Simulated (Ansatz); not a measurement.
Cl2 on the (111) surface of Cu, space group Fm-3m (No. 225) (top face towards +c; held atoms: 1, 2, 3, 4), one molecule per 22.0 Å². Starting structure (upright, lowest atom Cl over a hollow Cu-Cu-Cu site; the molecule's atoms stand last):

```xyz
14
Lattice="5.0394 0.0000 0.0000 -2.5197 4.3642 0.0000 0.0000 0.0000 24.1127" Properties=species:S:1:pos:R:3 pbc="T T T"
Cu    1.2598    0.7274    8.0000
Cu    0.0000    2.9095    8.0000
Cu    3.7795    0.7274    8.0000
Cu    2.5197    2.9095    8.0000
Cu    2.5197    1.4547   10.0718
Cu    1.2598    3.6369   10.0718
Cu    0.0000    1.4547   10.0718
Cu   -1.2598    3.6369   10.0718
Cu   -1.2598    2.1821   12.1436
Cu    0.0000    0.0000   12.1436
Cu    1.2598    2.1821   12.1436
Cu    2.5197    0.0000   12.1436
Cl    1.2598    0.7274   14.7036
Cl    1.2598    0.7274   16.7017
```

Method: Ansatz, DFT PBE+D3(BJ), scalar-relativistic, plane waves, PAW. Cutoff 420 eV; k points 4×4×1 on the computed 14-atom cell (Γ-centred); Gaussian smearing, width 0.10 eV; no spin polarisation. A dipole correction removes the field between periodic images along c.

E_ads is per molecule, from the clean relaxed slab and the free relaxed molecule; negative means bound; no zero-point or thermal terms, forces under 0.04 eV/Å, and the free molecule is spin-polarised where open-shell. Heights count from the highest slab atom.

**Question.** How strongly does it adsorb?

**Answer.** -1.23 eV.

**Question.** Does the molecule survive, and how close does it come to the surface?

**Answer.** It stays whole. Its lowest atom lies 1.86 Å over the highest slab atom; shortest contacts Cl–Cu 2.38 Å, Cl–Cu 2.38 Å, Cl–Cu 2.38 Å.

**Question.** How do the dipole along +c and the top face's work function change?

**Answer.** The dipole changes by -0.320 e·Å a cell, the work function by +2.54 eV.

Each end is the local minimum that its start leads to. The pieces were run without spin polarisation.

Spin polarisation was left out, and a magnetic state may lie lower.